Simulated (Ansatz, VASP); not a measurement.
**One calculation of TiB, two programs**

```
CELL_PARAMETERS angstrom
0.00000 2.45334 2.45334
2.45334 0.00000 2.45334
2.45334 2.45334 0.00000
ATOMIC_POSITIONS crystal
Ti 0.75000 0.75000 0.75000
B 0.00000 0.00000 0.00000
```

Alike in both runs: functional PBEsol; k mesh 14 × 14 × 14; occupations gaussian, width 0.1 eV; no spin polarisation.

Ansatz relaxed the structure, and its values are those at the end. VASP's run is a single point on that final structure, the one shown.

|  | VASP | Ansatz |
| --- | --- | --- |
| version | VASP 6.6.1 | Ansatz 0.2.0 |
| potentials or method | VASP PAW PBE potentials, release 64 (Ti_sv, B) | scalar-relativistic, plane waves, PAW |
| plane-wave cutoff (eV) | 520 | 420 |
| valence electrons in the cell | 15 | 15 |

```csv
,VASP,Ansatz,Ansatz less VASP
gap on the k mesh at the Fermi level (eV),none,none,-
pressure (GPa),0.0,0.0,0.00
```

A gap of «none» marks a metal or a gap that the smearing closes. With one functional, cell and mesh, what is left measures potentials, basis and numerics.

Caveats: the PAW data sets were made with another functional, which shifts forces and pressure a little (VASP).
